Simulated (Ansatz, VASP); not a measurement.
## One calculation of C, two programs

```xyz
2
Lattice="0.0000 1.8060 1.8500 1.8060 0.0000 1.8500 1.8060 1.8060 0.0000" Properties=species:S:1:pos:R:3 pbc="T T T"
C     1.8060    1.8060    1.8500
C     2.7090    2.7090    2.7751
```

Alike in both runs: task single point; functional LDA; k mesh 12 × 12 × 12; occupations gaussian, width 0.05 eV; no spin polarisation.

```csv
,VASP,Ansatz
version,VASP 6.6.1,Ansatz 0.2.0
potentials or method,"VASP PAW LDA potentials, release 64 (C)","scalar-relativistic, plane waves, PAW"
plane-wave cutoff (eV),520,520
valence electrons in the cell,8,8
```

Ansatz gave:

- gap on the k mesh at the Fermi level (eV): 3.69
- least direct gap on the mesh (eV): 5.16

Question: What did VASP give for the same quantities?

Answer: gap on the k mesh at the Fermi level (eV): 3.68; least direct gap on the mesh (eV): 5.16.

Ansatz warned: «pseudo_functional_mismatch».
